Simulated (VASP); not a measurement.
# As (Cmce) in VASP: further runs

The runs below take As through single point, with PBEsol.

Program: VASP 6.6.1. These are calculated values, not measurements. Logs are shortened: lines on timing, memory, paths and dates and some standing lists are left out, and cuts for length are marked.

## 1. Starting point

Symmetry: Cmce, No. 64, orthorhombic system. The conventional cell has a = 3.727 Å, b = 10.868 Å, c = 4.298 Å, α = 90.00°, β = 90.00°, γ = 90.00°. Around As (site symmetry m) lie 3 As at 2.48 to 2.50 Å.

This isn't the form of As at room conditions, which is rhombohedral.

## 2. Single point, PBEsol (clean slab, lower half held)

INCAR

```
SYSTEM = As
ALGO = Fast
DIPOL = 0.5 0.5 0.492
EDIFF = 1E-7
ENCUT = 520
GGA = PS
IDIPOL = 3
ISIF = 2
ISMEAR = 0
ISYM = 0
LASPH = .TRUE.
LCHARG = .FALSE.
LDIPOL = .TRUE.
LREAL = .FALSE.
LWAVE = .FALSE.
NBANDS = 24
NELM = 100
PREC = Accurate
SIGMA = 0.1
```

KPOINTS

```
k-points
0
G
  8 6 1
  0 0 0
```

POSCAR

```
As
1.0
    3.7266140186      0.0000000000      0.0000000000
   -1.8633070093      5.4340664694      0.0000000000
    0.0000000000      0.0000000000     22.9654382347
As
6
Direct
    0.8881117877      0.7762235754      0.3701213934
    0.3881117877      0.7762235754      0.4427180299
    0.6118882123      0.2237764246      0.4637016817
    0.0750813968      0.1504307604      0.5366988278
    0.8284904194      0.6580796712      0.5390119928
    0.2597674576      0.5205673649      0.6026324892
```

Potentials or basis: VASP PAW PBE potentials, release 64 (As).

Started as:

```console
$ cat potpaw_PBE.64/As/POTCAR > POTCAR
$ mpirun -np 1 vasp_std > vasp.out
```

OUTCAR:

```text
SYSTEM = As
   EDIFF = 1E-7
   ENCUT = 520
   GGA = PS
   ISIF = 2
   ISMEAR = 0
   ISYM = 0
   LASPH = .TRUE.
   LREAL = .FALSE.
   NELM = 100
   PREC = Accurate

 ion  position               nearest neighbor table
   1  0.888  0.776  0.370-   2 2.50   2 2.50
   2  0.388  0.776  0.443-   3 2.48   1 2.50   1 2.50
   3  0.612  0.224  0.464-   2 2.48   4 2.54   4 2.54
   4  0.075  0.150  0.537-   6 2.52   3 2.54   3 2.54   5 2.68
   5  0.828  0.658  0.539-   6 2.48   6 2.48   4 2.68
   6  0.260  0.521  0.603-   5 2.48   5 2.48   4 2.52

IMPORTANT INFORMATION: All symmetrisations will be switched off!
NOSYMM: (Re-)initialisation of all symmetry stuff for point group C_1.

----------------------------------------------------------------------------------------

                                     Primitive cell

  volume of cell :     465.0655

  direct lattice vectors                    reciprocal lattice vectors
     3.726614019  0.000000000  0.000000000     0.268340106  0.092012124  0.000000000
    -1.863307009  5.434066469  0.000000000     0.000000000  0.184024249  0.000000000
     0.000000000  0.000000000 22.965438235     0.000000000  0.000000000  0.043543693

  length of vectors
     3.726614019  5.744648937 22.965438235     0.283677005  0.184024249  0.043543693

  position of ions in fractional coordinates (direct lattice)
     0.888111788  0.776223575  0.370121393
     0.388111788  0.776223575  0.442718030
     0.611888212  0.223776425  0.463701682
     0.075081397  0.150430760  0.536698828
     0.828490419  0.658079671  0.539011993
     0.259767458  0.520567365  0.602632489

  ion indices of the primitive-cell ions
   primitive index   ion index
                 1           1
                 2           2
                 3           3
                 4           4
                 5           5
                 6           6

----------------------------------------------------------------------------------------

 KPOINTS: k-points

Automatic generation of k-mesh.
 Grid dimensions read from file:
 generate k-points for:    8    6    1

 Generating k-lattice:

  Cartesian coordinates                     Fractional coordinates (reciprocal lattice)
     0.033542513  0.011501516  0.000000000     0.125000000  0.000000000  0.000000000
     0.000000000  0.030670708  0.000000000     0.000000000  0.166666667  0.000000000
     0.000000000  0.000000000  0.043543693     0.000000000  0.000000000  1.000000000

  Length of vectors
     0.035459626  0.030670708  0.043543693

  Shift w.r.t. Gamma in fractional coordinates (k-lattice)
     0.000000000  0.000000000  0.000000000

 -----------------------------------------------------------------------------
|                                                                             |
|           W    W    AA    RRRRR   N    N  II  N    N   GGGG   !!!           |
|           W    W   A  A   R    R  NN   N  II  NN   N  G    G  !!!           |
|           W    W  A    A  R    R  N N  N  II  N N  N  G       !!!           |
|           W WW W  AAAAAA  RRRRR   N  N N  II  N  N N  G  GGG   !            |
|           WW  WW  A    A  R   R   N   NN  II  N   NN  G    G                |
|           W    W  A    A  R    R  N    N  II  N    N   GGGG   !!!           |
|                                                                             |
|     Your reciprocal lattice and k-lattice belong to different lattice       |
|     classes:                                                                |
|                                                                             |
|        The reciprocal lattice is base centered orthorhombic,                |
|        whereas your k-lattice is simple monoclinic.                         |
|                                                                             |
|     Results are often still useful ...                                      |
|                                                                             |
 -----------------------------------------------------------------------------

 WARNING: IBZKPT: internal override: KBLOWUP is changed to .FALSE.
      ... skipping the blow-up phase ...

 Subroutine IBZKPT returns following result:
 ===========================================

 Found     26 irreducible k-points:

 Following reciprocal coordinates:
            Coordinates               Weight
  0.000000  0.000000  0.000000      1.000000
  0.125000  0.000000  0.000000      2.000000
  0.250000  0.000000  0.000000      2.000000
  0.375000  0.000000  0.000000      2.000000
  0.500000  0.000000  0.000000      1.000000
  0.000000  0.166667  0.000000      2.000000
[... 16 lines left out ...]
  0.125000  0.500000  0.000000      2.000000
  0.250000  0.500000  0.000000      2.000000
 [... further k-points ...]
   k-points           NKPTS =     26   k-points in BZ     NKDIM =     26   number of bands    NBANDS=     24
   number of dos      NEDOS =    301   number of ions     NIONS =      6
   total plane-waves  NPLWV = 241920
   dimension x,y,z NGX =    28 NGY =   48 NGZ =  180
   dimension x,y,z NGXF=    56 NGYF=   96 NGZF=  360
   ions per type =               6
   NGX,Y,Z   is equivalent  to a cutoff of  12.49, 13.89, 13.03 a.u.
   NGXF,Y,Z  is equivalent  to a cutoff of  24.98, 27.78, 26.06 a.u.
 SYSTEM =  As
   PREC   = accura    normal or accurate (medium, high low for compatibility)
   ISTART =      0    job   : 0-new  1-cont  2-samecut
   ICHARG =      2    charge: 1-file 2-atom 10-const
   ISPIN  =      1    spin polarized calculation?
   LNONCOLLINEAR =      F non collinear calculations
   LSORBIT =      F    spin-orbit coupling
   LASPH  =      T    aspherical Exc in radial PAW
   ENCUT  =  520.0 eV  38.22 Ry    6.18 a.u.   6.93 10.68 42.70*2*pi/ulx,y,z
   NELM   =    100;   NELMIN=  2; NELMDL= -5     # of ELM steps
   EDIFF  = 0.1E-06   stopping-criterion for ELM
   LREAL  =      F    real-space projection
   EDIFFG = 0.1E-05   stopping-criterion for IOM
   NSW    =      0    number of steps for IOM
   IBRION =     -1    ionic relax: 0-MD 1-quasi-New 2-CG
   NFREE  =      0    steps in history (QN), initial steepest desc. (CG)
   ISIF   =      2    stress and relaxation
   ISYM   =      0    0-nonsym 1-usesym 2-fastsym
   POTIM  = 0.5000    time-step for ionic-motion
   TEBEG  =    0.0;   TEEND  =   0.0 temperature during run
   PSTRESS=    0.0 pullay stress
   NELECT =      30.0000    total number of electrons
   NUPDOWN=      -1.0000    fix difference up-down
   EMIN   =  10.00;   EMAX   =-10.00  energy-range for DOS
   EFERMI =   0.00;   METHOD = LEGACY
   ISMEAR =     0;   SIGMA  =   0.10  broadening in eV -4-tet -1-fermi 0-gaus
   EFERMI_NEDOS =   21; number of points for ismear=-14 and -15
   IALGO  =     68    algorithm
   IMIX   =      4    mixing-type and parameters
     AMIX     =   0.40;   BMIX     =  1.00
     AMIX_MAG =   1.60;   BMIX_MAG =  1.00
  volume/ion in A,a.u.               =      77.51       523.07
  Fermi-wavevector in a.u.,A,eV,Ry     =   0.656564  1.240726  5.865153  0.431077
  Thomas-Fermi vector in A             =   1.727796
   LORBIT       =      0    0 simple, 1 ext, 2 COOP (PROOUT), +10 PAW based schemes
   GGA     = PS    functional components
   LHFCALC =     F    Hartree Fock is set to
   AEXX    =    0.0000 exact exchange contribution
   IVDW    =     0    specifies the selected vdW correction
   LEPSILON=     F    determine dielectric tensor
   LRPA    =     F    only Hartree local field effects (RPA)
 non-spin polarized calculation
 RMM-DIIS sequential band-by-band and
 Gauss-broadening in eV      SIGMA  =   0.10
  energy-cutoff  :      520.00
  volume of cell :      465.07
 maximum number of plane-waves:     12561
   NGX = 13   NGY = 21   NGZ = 85

 dipolmoment           0.000000      0.000000      0.046073 electrons x Angstroem

 number of electron      29.9999999 magnetization

 dipolmoment           0.000000      0.000000     -0.071872 electrons x Angstroem

 Free energy of the ion-electron system (eV)
  ---------------------------------------------------
  ext. energy  EPLUGINS =         0.00000000
  ---------------------------------------------------
  free energy    TOTEN  =       -28.69137230 eV

  energy without entropy =      -28.67134370  energy(sigma->0) =      -28.68135800

 E-fermi :  -1.8316     XC(G=0):  -3.4634

 val. band max:       -1.8494456328   @ k =  -0.2500   0.1667   0.0000
 cond. band min:      -1.8199187991   @ k =   0.2500   0.5000   0.0000
 fundamental gap:      0.0295268336
 Fermi energy:        -1.8315877614

 k-point     1 :       0.0000    0.0000    0.0000
  band No.  band energies     occupation
      1     -16.6770      2.00000
      2     -14.8894      2.00000
      3     -13.7129      2.00000
      4     -11.3665      2.00000
      5     -10.5516      2.00000
      6      -9.4394      2.00000
[... 16 lines left out ...]
     23       2.1568      0.00000
     24       2.6339      0.00000

 k-point     2 :       0.1250    0.0000    0.0000
  band No.  band energies     occupation
      1     -16.5149      2.00000
      2     -14.7612      2.00000
      3     -13.5931      2.00000
      4     -11.4639      2.00000
      5     -10.6264      2.00000
      6      -9.6332      2.00000
[... 16 lines left out ...]
     23       2.1217      0.00000
     24       2.3947      0.00000
[... 565 lines left out ...]
     23       1.7454      0.00000
     24       2.1264      0.00000

 k-point    24 :       0.2500    0.5000    0.0000
  band No.  band energies     occupation
      1     -15.5805      2.00000
      2     -14.7531      2.00000
      3     -13.5888      2.00000
      4     -12.4606      2.00000
      5     -10.8590      2.00000
      6      -9.6370      2.00000
[... 16 lines left out ...]
     23       2.4206      0.00000
     24       2.7562      0.00000

 [... further k-points ...]

------------------------ aborting loop because EDIFF is reached ----------------------------------------

 vacuum level on the upper side and lower side of the slab       (xc-potential included)        -0.349         0.291

  FORCE on cell =-STRESS in cart. coord.  units (eV):
  Direction    XX          YY          ZZ          XY          YZ          ZX
  --------------------------------------------------------------------------------------
  -------------------------------------------------------------------------------------
  Total       -2.4008558      1.5683015     -1.1238205     -0.0185007      0.1367079     -0.0002701
  in kB       -8.2710866      5.4028891     -3.8716264     -0.0637360      0.4709667     -0.0009304
  external PRESSURE =      -2.2466080 kB  Pullay stress =       0.0000000 kB

 VOLUME and BASIS-vectors are now :
 -----------------------------------------------------------------------------
  energy-cutoff  :      520.00
  volume of cell :      465.07
      direct lattice vectors                 reciprocal lattice vectors
     3.726614019  0.000000000  0.000000000     0.268340106  0.092012124  0.000000000
    -1.863307009  5.434066469  0.000000000     0.000000000  0.184024249  0.000000000
     0.000000000  0.000000000 22.965438235     0.000000000  0.000000000  0.043543693

 POSITION                                       TOTAL-FORCE (eV/Angst)
 -----------------------------------------------------------------------------------
      1.86331      4.21805      8.50000         0.001809      0.027455      0.830766
     -0.00000      4.21805     10.16721         0.000016     -0.435110     -0.967264
      1.86331      1.21602     10.64911        -0.001978      0.415655      0.089424
     -0.00050      0.81745     12.32552         0.000407     -0.028724      0.017978
      1.86126      3.57605     12.37865        -0.002477      0.022048     -0.051975
     -0.00192      2.82880     13.83972         0.002223     -0.001324      0.081071
 -----------------------------------------------------------------------------------
    total drift:                               -0.000091     -0.000073     -0.000245

  FREE ENERGIE OF THE ION-ELECTRON SYSTEM (eV)
  ---------------------------------------------------
  free  energy   TOTEN  =       -28.6913722987 eV

  energy  without entropy=      -28.6713436950  energy(sigma->0) =      -28.68135800

 vacuum level on the upper side and lower side of the slab         2.341         2.987
```

Run time: 13 min. Hardware: 1 thread of AMD EPYC 7R13 (Zen 3), shared host; peak memory 0.6 GiB.

What came out:

```yaml
Free_energy: -28.6914 eV
Largest_force: 1.061 eV/Å
Band_gap_on_the_k_mesh: none (metal or under the smearing width)
```

Forces in eV/Å, atoms in the order of the input:
```
As   0.002  0.027  0.831
As   0.000 -0.435 -0.967
As  -0.002  0.416  0.089
As   0.000 -0.029  0.018
As  -0.002  0.022 -0.052
As   0.002 -0.001  0.081
```

Caveat: the PAW data sets were made with another functional, which shifts forces and pressure a little.

## 3. Single point, PBEsol

This run uses another cell than the first one: it holds 4 atoms, not 6.

INCAR

```
PREC = Accurate ; ENCUT = 520
EDIFF = 1E-6 ; ISMEAR = 0
SIGMA = 0.1 ; LREAL = False
LASPH = True ; NELM = 100
ALGO = Fast ; ISIF = 2
LWAVE = False ; LCHARG = False
GGA = PS ; NBANDS = 18
```

KPOINTS

```
Automatic mesh
0
Gamma
  12 12 10
```

POSCAR

```
As
1.0
    1.8633070093     -5.4340664694      0.0000000000
    1.8633070093      5.4340664694      0.0000000000
    0.0000000000      0.0000000000      4.2982246629
As
4
Direct
    0.1118882123      0.8881117877      0.9439421159
    0.6118882123      0.3881117877      0.5560578841
    0.8881117877      0.1118882123      0.0560578841
    0.3881117877      0.6118882123      0.4439421159
```

Potentials or basis: VASP PAW PBE potentials, release 64 (As).

Started as:

```console
$ cat potpaw_PBE.64/As/POTCAR > POTCAR
$ mpirun -np 1 vasp_std > vasp.out
```

OUTCAR:

```text
PREC = Accurate
   ENCUT = 520
   EDIFF = 1E-6
   ISMEAR = 0
   LREAL = False
   LASPH = True
   NELM = 100
   ISIF = 2
   GGA = PS

 ion  position               nearest neighbor table
   1  0.112  0.888  0.944-   3 2.48   2 2.50   2 2.50
   2  0.612  0.388  0.556-   4 2.48   1 2.50   1 2.50
   3  0.888  0.112  0.056-   1 2.48   4 2.50   4 2.50
   4  0.388  0.612  0.444-   2 2.48   3 2.50   3 2.50

  LATTYP: Found a base centered orthorhombic cell.
 ALAT       =     3.7266140186
 B/A-ratio  =     2.9163559426
 C/A-ratio  =     1.1533860608

  Lattice vectors:

 A1 = (   1.8633070093,  -5.4340664694,   0.0000000000)
 A2 = (   1.8633070093,   5.4340664694,   0.0000000000)
 A3 = (   0.0000000000,   0.0000000000,   4.2982246629)

Analysis of symmetry for initial positions (statically):
=====================================================================
 Subroutine PRICEL returns:
 Original cell was already a primitive cell.

 Routine SETGRP: Setting up the symmetry group for a
 base centered orthorhombic supercell.

 Subroutine GETGRP returns: Found  8 space group operations
 (whereof  4 operations were pure point group operations)
 out of a pool of  8 trial point group operations.

The static configuration has the point symmetry C_2h.
 The point group associated with its full space group is D_2h.

Analysis of symmetry for dynamics (positions and initial velocities):
=====================================================================
 Subroutine PRICEL returns:
 Original cell was already a primitive cell.

 Routine SETGRP: Setting up the symmetry group for a
 base centered orthorhombic supercell.

 Subroutine GETGRP returns: Found  8 space group operations
 (whereof  4 operations were pure point group operations)
 out of a pool of  8 trial point group operations.

The dynamic configuration has the point symmetry C_2h.
[... 125 lines left out ...]
  volume/ion in A,a.u.               =      21.76       146.85
  Fermi-wavevector in a.u.,A,eV,Ry     =   1.002710  1.894847 13.679669  1.005427
  Thomas-Fermi vector in A             =   2.135215
   LORBIT       =      0    0 simple, 1 ext, 2 COOP (PROOUT), +10 PAW based schemes
   GGA     = PS    functional components
   LHFCALC =     F    Hartree Fock is set to
   AEXX    =    0.0000 exact exchange contribution
   IVDW    =     0    specifies the selected vdW correction
   LEPSILON=     F    determine dielectric tensor
   LRPA    =     F    only Hartree local field effects (RPA)
 non-spin polarized calculation
 RMM-DIIS sequential band-by-band and
 Gauss-broadening in eV      SIGMA  =   0.10
  energy-cutoff  :      520.00
  volume of cell :       87.04
 maximum number of plane-waves:      2372
 NGX is ok and might be reduce to    48

 number of electron      19.9999997 magnetization

 Free energy of the ion-electron system (eV)
  ---------------------------------------------------
  ext. energy  EPLUGINS =         0.00000000
  ---------------------------------------------------
  free energy    TOTEN  =       -20.25291265 eV

  energy without entropy =      -20.25159644  energy(sigma->0) =      -20.25225455

 E-fermi :   4.9412     XC(G=0): -10.0588

 val. band max:        4.9237863862   @ k =  -0.4167   0.4167   0.0000
 cond. band min:       4.9549657633   @ k =   0.5000   0.4167   0.1000
 fundamental gap:      0.0311793771
 Fermi energy:         4.9412466919

 k-point     1 :       0.0000    0.0000    0.0000
  band No.  band energies     occupation
      1      -9.9179      2.00000
      2      -6.9751      2.00000
      3      -4.2271      2.00000
      4      -1.2785      2.00000
      5      -0.9281      2.00000
      6       0.6669      2.00000
[... 481 lines left out ...]
      5       0.2296      2.00000
      6       0.9660      2.00000
[... 10 lines left out ...]
     17      10.5591      0.00000
     18      11.9880      0.00000

 [... further k-points ...]

------------------------ aborting loop because EDIFF is reached ----------------------------------------

  FORCE on cell =-STRESS in cart. coord.  units (eV):
  Direction    XX          YY          ZZ          XY          YZ          ZX
  --------------------------------------------------------------------------------------
  -------------------------------------------------------------------------------------
  Total        0.2309753      0.2656755      0.2034288      0.0000000     -0.0000000      0.0000000
  in kB        4.2515530      4.8902788      3.7445061      0.0000000     -0.0000000      0.0000000
  external PRESSURE =       4.2954459 kB  Pullay stress =       0.0000000 kB

 VOLUME and BASIS-vectors are now :
 -----------------------------------------------------------------------------
  energy-cutoff  :      520.00
  volume of cell :       87.04
      direct lattice vectors                 reciprocal lattice vectors
     1.863307009 -5.434066469  0.000000000     0.268340106 -0.092012124  0.000000000
     1.863307009  5.434066469  0.000000000     0.268340106  0.092012124  0.000000000
     0.000000000  0.000000000  4.298224663     0.000000000  0.000000000  0.232654195

 POSITION                                       TOTAL-FORCE (eV/Angst)
 -----------------------------------------------------------------------------------
      1.86331      4.21805      4.05728         0.000000     -0.056026      0.047510
      1.86331     -1.21602      2.39006         0.000000     -0.056026     -0.047510
      1.86331     -4.21805      0.24095         0.000000      0.056026     -0.047510
      1.86331      1.21602      1.90816         0.000000      0.056026      0.047510
 -----------------------------------------------------------------------------------
    total drift:                               -0.000000     -0.000000     -0.000000

  FREE ENERGIE OF THE ION-ELECTRON SYSTEM (eV)
  ---------------------------------------------------
  free  energy   TOTEN  =       -20.2529126507 eV

  energy  without entropy=      -20.2515964432  energy(sigma->0) =      -20.25225455
```

Run time: 5.5 min. Hardware: 1 thread of Intel Xeon Platinum 8488C (Sapphire Rapids), shared host; peak memory 0.47 GiB.

What came out:

```yaml
Free_energy: -20.2529 eV
Pressure: 0.4 GPa
Largest_force: 0.073 eV/Å
Band_gap_on_the_k_mesh: none (metal or under the smearing width)
```

Forces in eV/Å, atoms in the order of the input:
```
As   0.000 -0.056  0.048
As   0.000 -0.056 -0.048
As   0.000  0.056 -0.048
As   0.000  0.056  0.048
```

Caveat: the PAW data sets were made with another functional, which shifts forces and pressure a little.
